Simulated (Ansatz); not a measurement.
Te2Mo (P6_3/mmc): lattice vibrations

```
Te Mo
1.0
     3.49420    0.00000    0.00000
    -1.74710    3.02606    0.00000
     0.00000    0.00000   14.00943
Te Mo
4 2
Direct
  0.33333 0.66667 0.62115
  0.66667 0.33333 0.12115
  0.33333 0.66667 0.87885
  0.66667 0.33333 0.37885
  0.33333 0.66667 0.25000
  0.66667 0.33333 0.75000
```

Level of theory, where no other is named: PBEsol, all-electron LAPW in Ansatz 0.2.0, scalar-relativistic. k mesh 6×6×2, fixed occupations, basis error target 1 meV/atom. The cell was relaxed by PAW under this functional.

Atoms are displaced by 0.01 Å in the primitive cell, which gives the zone-centre modes alone. Negative values stand for unstable modes. The zone centre has no LO-TO term.

Problem. Is the structure dynamically stable at these wave vectors?

Solution. Yes, no mode is unstable there; wave vectors off this mesh aren't tested.

Problem. How do the optical zone-centre modes decompose, and which are active?

Solution. Point group 6/mmm: Γ_opt = 2E2g + 2B1g + E2u + E1g + B2u + A1g + E1u + A2u.

```csv
label,meV,activity,mostly
E2g,3.16,Raman,Te (73 %)
B1g,3.94,silent,Te (73 %)
E2u,14.55,silent,Te (100 %)
E1g,14.78,Raman,Te (100 %)
B2u,21.35,silent,Te (100 %)
A1g,21.62,Raman,Te (100 %)
E1u,29.26,IR,Mo (73 %)
E2g,29.28,Raman,Mo (73 %)
A2u,35.53,IR,Mo (73 %)
B1g,36.18,silent,Mo (73 %)
```

Problem. How well do frozen-core PAW files reproduce these all-electron values?

Solution. With a cutoff of 420 eV and displacements of 0.0025 Å, the r.m.s. difference over the modes is 0.0 cm⁻¹; the largest difference is 31.7 (PAW) against 31.8 cm⁻¹ (LAPW).

Problem. The cell is scaled evenly to 143.687 and 152.575 Å³ (from 148.131), with free atoms relaxed and the shape held, so these aren't the values under hydrostatic pressure. What are the mode Grüneisen parameters γ = −d ln ω/d ln V?

Solution. For the highest mode, 293.7 cm⁻¹ in the small cell and 289.8 in the large one give γ ≈ 0.22. From the change of the dynamical matrix on each mode:

```tsv
point	cm⁻¹	γ
Gamma	25.5	4.46
Gamma	31.8	6.62
Gamma	117.4	0.18
Gamma	119.2	0.32
Gamma	172.2	0.12
Gamma	174.4	0.34
Gamma	236.0	0.23
Gamma	236.1	0.23
Gamma	286.6	0.17
Gamma	291.8	0.23
```

Problem. Linear response on PAW files adds the field. What are the dielectric tensor, the Born charges and the LO shift?

Solution. ε∞ = (19.92, 19.92, 10.99) along x, y, z with local fields. Born charges (xx, yy, zz): Te1 (1.64, 1.64, 0.86); Te2 (1.64, 1.64, 0.86); Te3 (1.64, 1.64, 0.86); Te4 (1.64, 1.64, 0.86); Mo5 (-3.28, -3.28, -1.72); Mo6 (-3.28, -3.28, -1.72). For q along x the macroscopic field gives longitudinal modes at 246.7 (from 236.0) cm⁻¹. For q along z the macroscopic field gives longitudinal modes at 291.0 (from 286.6) cm⁻¹. Without the field the optical modes lie at 25.4 (E2g), 31.7 (B1g), 117.4 (E2u), 119.2 (E1g), 172.1 (B2u), 174.4 (A1g), 236.0 (E1u), 236.2 (E2g), 286.6 (A2u), 291.8 (B1g) cm⁻¹. With the ions free to follow the field, the program's ε₀ is (21.76, 21.76, 11.33).

Caveats: no dispersion correction, so the spacing and stiffness between layers or molecules are poor; zone-boundary modes aren't tested; the frozen-core PAW files of the compared runs were fitted under PBE, their cores solved anew for this functional; field response not resolved by the mesh; semilocal gaps are low, and ε∞ tends to come out large.
